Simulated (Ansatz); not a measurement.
**Preparing LiMgBN2 (I-4m2) as a host crystal**

Aim: the runs on the perfect crystal LiMgBN2 (I-4m2) that a defect calculation needs first.

Method: plane-wave PAW DFT, PBE; relaxation of the host's cell and atoms, in the first sound run; inputs show where later runs differ, in Ansatz 0.2.0.

## (1) Starting point

Symmetry: I-4m2, No. 119, tetragonal system. Conventional cell: a = 3.819 Å, b = 3.819 Å, c = 8.887 Å, α = 90.00°, β = 90.00°, γ = 90.00°. Nearest to Li lie 4 N at 2.10 Å. Mg has 4 N at 2.10 Å nearest. B has 2 N at 1.34 Å nearest. Nearest to N lie 1 B at 1.34 Å and 2 Li at 2.10 Å and 2 Mg at 2.10 Å. Farther neighbours and most contacts between anions are not listed.

## (2) Host cell relaxation

Cell and atoms are relaxed together, until forces and stress fall under their thresholds.

cell/input.yaml

```yaml
crystal:
  lattice:
    - [-1.909656, 1.909656, 4.443522]
    - [1.909656, -1.909656, 4.443522]
    - [1.909656, 1.909656, -4.443522]
  atoms:
    - { symbol: Li, position: [0.25, 0.75, 0.5] }
    - { symbol: Mg, position: [0.75, 0.25, 0.5] }
    - { symbol: B, position: [0.5, 0.5, 0.0] }
    - { symbol: "N", position: [0.6512635, 0.6512635, 0.0] }
    - { symbol: "N", position: [0.3487365, 0.3487365, 0.0] }
basis:
  ecutwfc: 420
  xc_grid: 2
hamiltonian:
  xc: pbe
kpoints:
  mp_grid: { grid: [10, 10, 10] }
scf:
  occupations: { method: fixed }
  max_iter: 100
relax:
  f_tol: 0.005
  max_steps: 60
  cell: {}
output:
  forces: true
  stress: true
checkpoint:
  write: "../cell.run"
  compress: false
  write_wavefunctions: false
  write_every: 100000
```

The run is started by

```console
$ ansatz run input.yaml --threads 2 --pin off --max-ram 3768MiB --backend cpu --events-out ev --progress --plain --runs-dir out
```

Numbers of over 12 decimals in the logs are rounded to 6 here.

What it wrote:

```text
[... repeated set-up lines and file paths are left out, and long positions are rounded to six places ...]
Engine: ansatz 0.2.0, aarch64-unknown-linux-gnu
Pseudopotentials: kind: paw
Pseudopotential: Li, paw, valence charge 3, recommended cutoff 420 eV (normal), Li.paw.azcp
Pseudopotential: Mg, paw, valence charge 10, recommended cutoff 420 eV (normal), Mg.paw.azcp
Pseudopotential: B, paw, valence charge 3, recommended cutoff 420 eV (normal), B.paw.azcp
Pseudopotential: N, paw, valence charge 5, recommended cutoff 420 eV (normal), N.paw.azcp
Functional definition: PBE
  parameter kappa = 0.804
  parameter beta = 0.066725
  exchange = pbe_x(kappa = kappa, mu = beta*pi^2/3)
  correlation = pbe_c(beta = beta)
Crystal: 5 atoms, lattice volume = 64.818 Å³
Basis set: ecut = 420 eV, 1283 PW (Γ), exchange–correlation on 72×72×72 points (8 copies of the dense FFT grid, shifted against one another)
Bands: 18, of which v1, the nominal top of the filled ones, is band 13 counted from 1 (12 counted from 0)
Symmetry: 8 space group operations
Space group: I-4m2 (ITA 119), of the structure as read, at distance tolerance 4.0e-5 Å
k-points: 102 of 1000 (time reversal used)
Non-local potential: Li, projectors of the file, l = 0: 3, l = 1: 2, l = 2: 1
Non-local potential: Mg, projectors of the file, l = 0: 3, l = 1: 2, l = 2: 1
Non-local potential: B, projectors of the file, l = 0: 2, l = 1: 2, l = 2: 1
Non-local potential: N, projectors of the file, l = 0: 2, l = 1: 2, l = 2: 1
PAW form: soft (Blöchl's): semilocal exchange-correlation on the pseudo side does not see the compensation charge
PAW one-centre angular grid: Li, 110 points (default); XC on 64 Gauss nodes
PAW one-centre angular grid: Mg, 110 points (default); XC on 64 Gauss nodes
PAW one-centre angular grid: B, 110 points (default); XC on 64 Gauss nodes
PAW one-centre angular grid: N, 110 points (default); XC on 64 Gauss nodes
Initial density: superposition of atomic densities (neutral atoms: chi_scale 0, normalization atom), corrected by the library's trained network
Initial wavefunctions: pseudopotential atomic-orbital guess
Functional: x = pbe(κ = 0.804, μ = 0.219515), c = pbe(β = 0.066725)
SCF iter   1: F=—  HF=-3057.055961 eV  |F-HF|=—  |Δ(HF+E_count)|=         —  Δρ=1.95e-3  dr2=2.77e-3  ethr=1.77e-3  ⟨swp⟩=5.0  Hψ=7994  notcnv=0  defer=284
preconditioner: auto → none  [insulator: Δε(μ)=2.544 eV  Ē_g=12.156 eV  n_scr=14 (ndim 8)  ℏωp=18.4 eV  f_vac=0.112  ε∞_Penn≈3.3]
SCF iter   2: F=—  HF=-3057.057570 eV  |F-HF|=—  |Δ(HF+E_count)|=   1.61e-3  Δρ=7.54e-4  dr2=4.45e-4  ethr=1.07e-5  ⟨swp⟩=2.9  Hψ=3609  notcnv=0  defer=306
SCF iter   3: F=—  HF=-3057.058357 eV  |F-HF|=—  |Δ(HF+E_count)|=   7.88e-4  Δρ=4.31e-4  dr2=1.21e-4  ethr=1.71e-6  ⟨swp⟩=2.1  Hψ=2683  notcnv=0  defer=204
automatic band count: iteration 3 solves 17 bands in place of 18: the levels show a gap, and the empty bands left out lie too high to hold charge; the band table lists the bands solved (type scf.n_extra_bands for more)
SCF iter   4: F=—  HF=-3057.058706 eV  |F-HF|=—  |Δ(HF+E_count)|=   3.49e-4  Δρ=1.85e-4  dr2=3.22e-5  ethr=4.64e-7  ⟨swp⟩=2.4  Hψ=2790  notcnv=0  defer=204
SCF iter   5: F=—  HF=-3057.058740 eV  |F-HF|=—  |Δ(HF+E_count)|=   3.37e-5  Δρ=3.50e-5  dr2=6.21e-7  ethr=1.24e-7  ⟨swp⟩=2.0  Hψ=2500  notcnv=0  defer=61
SCF iter   6: F=-3057.058743 eV  HF=-3057.058743 eV  |F-HF|=1.55e-8  |Δ(HF+E_count)|=   2.72e-6  Δρ=8.71e-6  dr2=2.60e-8  ethr=3.85e-10  ⟨swp⟩=5.0  Hψ=6689  notcnv=0
SCF 1 converged in 6 iterations: F = -3057.058743 eV  dr2 = 2.60e-8
  greatest PAW one-centre occupation: 1.000 electrons in one spin orbital (limit 2), on the Mg atom at site 1 (counted from 0), in its partial waves of l = 0
relax step   1: F+E_penalty+E_count = -3057.05874290 eV  Δ(F+E_penalty+E_count) = +0.000e0 eV  max|allowed force component| = 5.853e-2 eV/Å  Δτ_max = 0.0000 Å  P = -0.296 GPa  Ω = 64.818 Å³  (6 SCF iters, dr2 threshold 1.00e-7 eV, accepted)
[... the SCF cycles and remarks between the steps are left out from here to the last step ...]
relax step   2: F+E_penalty+E_count = -3057.05946897 eV  Δ(F+E_penalty+E_count) = -7.261e-4 eV  max|allowed force component| = 1.861e-2 eV/Å  Δτ_max = 0.0001 Å  P = -0.170 GPa  Ω = 64.657 Å³  energy of the carried Pulay correction = +3.012e-4 eV  (4 SCF iters, dr2 threshold 5.00e-7 eV, accepted)
relax step   3: F+E_penalty+E_count = -3057.05992474 eV  Δ(F+E_penalty+E_count) = -4.558e-4 eV  max|allowed force component| = 3.383e-3 eV/Å  Δτ_max = 0.0004 Å  P = -0.004 GPa  Ω = 64.487 Å³  energy of the carried Pulay correction = +6.189e-4 eV  (4 SCF iters, dr2 threshold 1.49e-7 eV, accepted)
relax step   4: F+E_penalty+E_count = -3057.05926612 eV  Δ(F+E_penalty+E_count) = +6.586e-4 eV  max|allowed force component| = 2.967e-3 eV/Å  Δτ_max = 0.0000 Å  P = -0.019 GPa  Ω = 64.487 Å³  stress off target by 5.35e-2 GPa  SCF on the basis re-selected at this cell (its energy is not comparable with the rows above)  (5 SCF iters)
relax step   5: F+E_penalty+E_count = -3057.05927462 eV  Δ(F+E_penalty+E_count) = -8.501e-6 eV  max|allowed force component| = 5.940e-5 eV/Å  Δτ_max = 0.0002 Å  P = -0.002 GPa  Ω = 64.481 Å³  energy of the carried Pulay correction = +6.363e-6 eV  (4 SCF iters, dr2 threshold 7.17e-9 eV, accepted)
iter 1 solved again at ethr=1.19e-8 eV; its pass at ethr=3.10e-3 eV (dr2=3.11e-6 eV) is discarded
SCF iter   1: F=—  HF=-3057.059250 eV  |F-HF|=—  |Δ(HF+E_count)|=         —  Δρ=1.59e-5  dr2=8.84e-9  ethr=1.19e-8  ⟨swp⟩=3.7  Hψ=13771  notcnv=0  defer=306
SCF iter   2: F=—  HF=-3057.059274 eV  |F-HF|=—  |Δ(HF+E_count)|=   2.45e-5  Δρ=7.96e-6  dr2=2.08e-9  ethr=3.40e-11  ⟨swp⟩=2.0  Hψ=3065  notcnv=0  defer=279
SCF iter   3: F=—  HF=-3057.059276 eV  |F-HF|=—  |Δ(HF+E_count)|=   1.89e-6  Δρ=2.36e-6  dr2=6.27e-10  ethr=8.01e-12  ⟨swp⟩=2.0  Hψ=2548  notcnv=0  defer=279
SCF iter   4: F=—  HF=-3057.059276 eV  |F-HF|=—  |Δ(HF+E_count)|=   1.66e-7  Δρ=3.75e-7  dr2=6.57e-11  ethr=2.41e-12  ⟨swp⟩=2.0  Hψ=2550  notcnv=0  defer=279
SCF iter   5: F=-3057.059276 eV  HF=-3057.059276 eV  |F-HF|=1.50e-10  |Δ(HF+E_count)|=   1.17e-9  Δρ=1.08e-7  dr2=2.85e-12  ethr=1.00e-12  ⟨swp⟩=4.0  Hψ=5711  notcnv=0
SCF 6 converged in 5 iterations: F = -3057.059276 eV  dr2 = 2.85e-12
relax step   6: F+E_penalty+E_count = -3057.05927607 eV  Δ(F+E_penalty+E_count) = -1.449e-6 eV  max|allowed force component| = 7.750e-5 eV/Å  Δτ_max = 0.0000 Å  P = -0.002 GPa  Ω = 64.481 Å³  stress off target by 5.36e-3 GPa  SCF on the basis re-selected at this cell (its energy is not comparable with the rows above)  (5 SCF iters)
basis re-selected at this cell: Δ(F+E_penalty+E_count) = -1.449e-6 eV, ΔP = -0.000 GPa vs the last step (what re-selecting the basis moved, of the pressure what is left beyond the Pulay correction that the steps carried, after the strain that the cell walked [...]
SCF converged after 5 iterations
Free energy (F): -3057.059276 eV
Harris-Foulkes:  -3057.059276 eV  (|F-HF|=1.50e-10)
Internal energy: -3057.059276 eV  (E = F + TS)
E sigma→0 (E₀):  -3057.059276 eV
Fermi energy:    3.160561 eV
--- Per-component energies (eV) ---
  E_band       = -478.993848
  E_kinetic    = 410.093757
  E_local      = -2622.212031  (includes V_loc(G=0)·N_el)
  E_nonlocal   = 166.496524
  E_hartree    = 945.250695
  E_xc         = -192.787760
  E_vxc        = -242.800948  (∫ρ·V_xc dr)
  E_paw        = -646.678405  (= ΣΔE_a)
  E_vpaw       = -81.072804  (= ΣTr[D̂ρ^β])
  E_aug_tail   = 0.000221  (compensation charges beyond the density's cutoff)
  E_ewald      = -1117.222278
  E_smearing   = -0.000000  (= −TS)
  E_closure    = -0.000000  (closes the sum)
  Σ components = -3057.059276   (vs F -3057.059276, Δ=0.00e0)
--- Forces (eV/Å), atoms counted from 1 ---
  atom   1  Li     0.00000000     0.00000000    -0.00000000
  atom   2  Mg    -0.00000000     0.00000000     0.00000000
  atom   3  B     -0.00000000     0.00000000     0.00000000
  atom   4  N      0.00000000     0.00000000     0.00007750
  atom   5  N     -0.00000000     0.00000000    -0.00007750
  max |Σ_I F_I| component: 3.12e-17 eV/Å
--- Stress (GPa, compression-positive) ---
       -0.000504       0.000000      -0.000000
        0.000000      -0.000504       0.000000
       -0.000000       0.000000      -0.005359
  P = ⅓ Tr σ = -0.0021 GPa (-0.021 kbar)
--- Relaxed structure (4 steps of the walk, 4 accepted, 2 SCFs on fresh bases) ---
  F+E_penalty+E_count = -3057.05927607 eV   max|allowed force component| = 7.750e-5 eV/Å   (the final SCF, on the basis selected at the relaxed cell)
  cell:  # Å, volume = 64.4807 Å³
    - [-1.904186, 1.904186, 4.445807]
    - [1.904186, -1.904186, 4.445807]
    - [1.904186, 1.904186, -4.445807]
  atoms:
    - { symbol: Li, position: [0.250000, 0.750000, 0.500000] }
    - { symbol: Mg, position: [0.750000, 0.250000, 0.500000] }
    - { symbol: B, position: [0.500000, 0.500000, 0] }
    - { symbol: N, position: [0.651230, 0.651230, 0] }
    - { symbol: N, position: [0.348770, 0.348770, 0] }
```

Elapsed: 24 s, on 2 threads of Arm Neoverse V2, shared host; peak memory 0.46 GiB.

Step by step:

| step | energy less that of the first step (eV) | largest force component (eV/Å) | pressure (GPa) | volume (Å³) |
| --- | --- | --- | --- | --- |
| 1 | 0.0000 | 0.0585 | -0.30 | 64.82 |
| 2 | -0.0007 | 0.0186 | -0.17 | 64.66 |
| 3 | -0.0012 | 0.0034 | 0.00 | 64.49 |
| 4 | -0.0005 | 0.0030 | -0.02 | 64.49 |
| 5 | -0.0005 | 0.0001 | 0.00 | 64.48 |
| 6* | -0.0005 | 0.0001 | 0.00 | 64.48 |

Relaxation steps marked * repeat the geometry before them on a plane-wave basis chosen anew for their cell, so energy and pressure can jump there. The log counts 2 steps on a newly chosen plane-wave basis, not all of them marked here; energy and pressure can jump at such steps.

Forces are held to the 8 operations that the run works with; a distortion that breaks them can't arise in this run.

| conventional cell, symmetrised | before | after | change |
| --- | --- | --- | --- |
| a (Å) | 3.819 | 3.808 | -0.3 % |
| b (Å) | 3.819 | 3.808 | -0.3 % |
| c (Å) | 8.887 | 8.892 | +0.1 % |
| volume (Å³/atom) | 12.96 | 12.90 | -0.5 % |

Final coordinates:

```
Li Mg B N
1.0
    -1.90419    1.90419    4.44581
     1.90419   -1.90419    4.44581
     1.90419    1.90419   -4.44581
Li Mg B N
1 1 1 2
Direct
  0.25000 0.75000 0.50000
  0.75000 0.25000 0.50000
  0.50000 0.50000 0.00000
  0.65123 0.65123 0.00000
  0.34877 0.34877 0.00000
```

Numbers from this step:

- pressure: -0.002123 GPa

## (3) Dielectric tensors of the host

The response to a uniform electric field gives the electronic dielectric tensor.

This step: plane-wave PAW DFPT, PBE; dielectric tensors, Born charges and zone-centre modes of the host (Ansatz 0.2.0).

eps/input.yaml

```yaml
crystal:
  lattice:
    - [-1.9041864709, 1.9041864709, 4.4458071928]
    - [1.9041864709, -1.9041864709, 4.4458071928]
    - [1.9041864709, 1.9041864709, -4.4458071928]
  atoms:
    - { symbol: Li, position: [0.25, 0.75, 0.5] }
    - { symbol: Mg, position: [0.75, 0.25, 0.5] }
    - { symbol: B, position: [0.5, 0.5, 0.0] }
    - { symbol: "N", position: [0.6512300094, 0.6512300094, 0.0] }
    - { symbol: "N", position: [0.3487699906, 0.3487699906, 0.0] }
basis:
  ecutwfc: 420
hamiltonian:
  xc: pbe
kpoints:
  mp_grid: { grid: [9, 9, 9] }
scf:
  occupations: { method: fixed }
  max_iter: 100
phonons:
  method: dfpt
  dielectric: true
  rigid_motions: translations
```

What it wrote:

```text
[...]
Crystal: 5 atoms, lattice volume = 64.481 Å³
Basis set: ecut = 420 eV, 1267 PW (Γ), exchange–correlation on 72×72×72 points (8 copies of the dense FFT grid, shifted against one another)
Bands: 18, of which v1, the nominal top of the filled ones, is band 13 counted from 1 (12 counted from 0)
Symmetry: 8 space group operations
k-points: 365 of 729 (irreducible under 1 space group operation, time reversal used)
[...]
SCF iter   1: F=—  HF=-3057.056602 eV  |F-HF|=—  |Δ(HF+E_count)|=         —  Δρ=1.93e-3  dr2=2.76e-3  ethr=1.77e-3  ⟨swp⟩=5.0  Hψ=28511  notcnv=0  defer=1047
[...]
SCF iter   8: F=-3057.059249 eV  HF=-3057.059249 eV  |F-HF|=4.73e-11  |Δ(HF+E_count)|=   6.40e-9  Δρ=5.13e-7  dr2=6.49e-11  ethr=1.00e-12  ⟨swp⟩=11.0  Hψ=45771  notcnv=0
SCF 1 converged in 8 iterations: F = -3057.059249 eV  dr2 = 6.49e-11
[...]
NSCF: frozen V_eff on 11 k-points
DFPT response loops at Γ: preconditioner auto → none (the input reference at scf.mixing.eps_inf says where Resta's filter doesn't serve); β = 0.50; Broyden in place of MSR1
SCF converged after 8 iterations
Free energy (F): -3057.059249 eV
[...]
Internal energy: -3057.059249 eV  (E = F + TS)
E sigma→0 (E₀):  -3057.059249 eV
Fermi energy:    3.129386 eV
[...]
--- Band table (eV; the first three rows and the last of 365) ---
[...]
[... further k-points left out ...]
--- Phonons (Γ-DFPT): 9 representative perturbations + reference, on 365 of 729 k-points (Σ response iterations 30) ---
  k mesh reduced under 1 symmetry operation, with k and −k counted as one. Each operation leaves every solved perturbation unchanged. A smaller set is not considered because the run solves the response to a homogeneous field
  ASR residual: 8.104e-4 → 0.000e0 eV/Å²; symmetrization residual: 1.632e-6 eV/Å²
  ASR residual per site (eV/Å²): 2.57e-5 8.10e-4 1.03e-4 1.76e-4 1.76e-4
  Γ frequencies (cm⁻¹): 0.00 0.00 0.00 243.94 311.46 311.46 436.29 436.29 444.10 482.42 482.42 606.42 606.42 1064.01 1685.90
  ε∞ (high-frequency dielectric tensor):
        2.828256     0.000000     0.000000
       -0.000000     2.828256     0.000000
       -0.000000     0.000000     3.747633
  ε⁰ (static dielectric tensor: ions relaxed, cell fixed):
        5.329233     0.000000     0.000000
        0.000000     5.329233    -0.000000
        0.000000    -0.000000     6.362411
  ε⁰ − ε∞ (ionic part):
        2.500976     0.000000     0.000000
        0.000000     2.500976    -0.000000
        0.000000    -0.000000     2.614779
  softest optical mode at Γ: 243.94 cm⁻¹; the repairs (sum rule, projections) moved no ω² at Γ by more than (3.17 cm⁻¹)²
  Born effective charges Z* (e; rows j = field, columns β = displacement):
    site 0:
         0.95594   -0.00000   -0.00000
         0.00000    0.95594    0.00000
        -0.00000    0.00000    0.88529
    site 1:
         1.91509    0.00000   -0.00000
        -0.00000    1.91509    0.00000
        -0.00000    0.00000    1.80822
    site 2:
        -0.04688    0.00000    0.00000
        -0.00000   -0.04688    0.00000
        -0.00000    0.00000    3.45047
    site 3:
        -1.50347    0.00000   -0.00000
        -0.00000   -1.32068    0.00000
         0.00000   -0.00000   -3.07200
    site 4:
        -1.32068    0.00000    0.00000
        -0.00000   -1.50347    0.00000
        -0.00000    0.00000   -3.07200
  Z* charge neutrality: 4.022e-5 e pre-enforcement
  k-mesh period / interband length: 34.3 Å / 1.33 Å = 25.86 at k = (0.0000, 0.0000, 0.0000), direct gap 3.975 eV — 14 or more, which is no proof of convergence
  optical modes at Γ without the LO–TO term, one row a degenerate level:
      ω (cm⁻¹)  modes    IR ((D/Å)²/amu)
        243.94      1             0.0392
        311.46      2             7.5586
        436.29      2             8.5677
        444.10      1            11.9780
        482.42      2             0.5013
        606.42      2             9.6120
       1064.01      1             0.0000
       1685.90      1            50.1889
  optical modes at Γ + LO–TO along q̂ = [1.0000, 0.0000, 0.0000]:
      ω (cm⁻¹)  modes    IR ((D/Å)²/amu)
        243.94      1             0.0392
        311.46      1             3.7793
        345.77      1             0.8720
        436.29      1             4.2839
        444.10      1            11.9780
        474.54      1             0.8700
        482.42      1             0.2507
        494.89      1             2.0207
        606.42      1             4.8060
        672.02      1             9.3571
       1064.01      1             0.0000
       1685.90      1            50.1889
  optical modes at Γ + LO–TO along q̂ = [0.0000, 1.0000, 0.0000]:
      ω (cm⁻¹)  modes    IR ((D/Å)²/amu)
        243.94      1             0.0392
        311.46      1             3.7793
        345.77      1             0.8720
        436.29      1             4.2839
        444.10      1            11.9780
        474.54      1             0.8700
        482.42      1             0.2507
        494.89      1             2.0207
        606.42      1             4.8060
        672.02      1             9.3571
       1064.01      1             0.0000
       1685.90      1            50.1889
  optical modes at Γ + LO–TO along q̂ = [0.0000, 0.0000, 1.0000]:
      ω (cm⁻¹)  modes    IR ((D/Å)²/amu)
        244.30      1             0.0105
        311.46      2             7.5586
        436.29      2             8.5677
        482.42      2             0.5013
        536.13      1             8.6724
        606.42      2             9.6120
       1064.01      1             0.0000
       1816.84      1            53.5231
```

It took 4.8 min on 2 threads; peak memory 1.7 GiB.

Electronic dielectric tensor:

```
2.83 0.00 0.00
0.00 2.83 0.00
0.00 0.00 3.75
```

Static dielectric tensor:

```
5.33 0.00 0.00
0.00 5.33 0.00
0.00 0.00 6.36
```

The principal values of the electronic dielectric tensor are 2.83, 2.83 and 3.75. The principal values of the static dielectric tensor are 5.33, 5.33 and 6.36.

## (4) Summary of results

```json
{
  "primitive cell vectors, lengths": "5.198, 5.198, 5.198 Å",
  "electronic dielectric constant": "principal values (2.83, 2.83, 3.75)",
  "static dielectric constant": "principal values (5.33, 5.33, 6.36)",
  "gap on the k-mesh of the response run (PBE)": "2.65 eV"
}
```

**Reading.** The cell shrank by 0.5 % in volume. The k-mesh can miss the band edges, so this gap is an upper bound at this level. All at zero temperature.

[Logs are printed without paths, hosts, clocks, repeated set-up lines and the standing remarks that a program may print on its own settings, such as how far it seeks lower states.]

[Hosts, paths, dates, database ids (printed as entryN), source tags and the programs' standing remarks are cut or masked in the printed files.]

[Runs of the host that timed out are not shown.]

[For some hosts the program warned that the k-mesh of the response run may be too coarse for force constants and the static dielectric constant; such warnings are not always shown.]
